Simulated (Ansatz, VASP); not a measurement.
## One calculation of Al, two programs

```xyz
1
Lattice="-1.6282 1.6282 1.6282 1.6282 -1.6282 1.6282 1.6282 1.6282 -1.6282" Properties=species:S:1:pos:R:3 pbc="T T T"
Al    0.0000    0.0000    0.0000
```

Alike in both runs: task single point; functional PBEsol; k mesh 15 × 15 × 15; occupations fermi-dirac, width 0.1 eV; no spin polarisation.

```csv
,VASP,Ansatz
version,VASP 6.6.1,Ansatz 0.2.0
potentials or method,"VASP PAW PBE potentials, release 64 (Al)","plane waves (420 eV) with PAW, scalar-relativistic"
plane-wave cutoff (eV),520,420
valence electrons in the cell,3,3
```

```tsv
	VASP	Ansatz	Ansatz less VASP
pressure (GPa)	-2.7	-2.7	-0.05
```

Ansatz warned: «pseudo_functional_mismatch».

Caveats: the PAW data sets were made with another functional, which shifts forces and pressure a little (VASP).
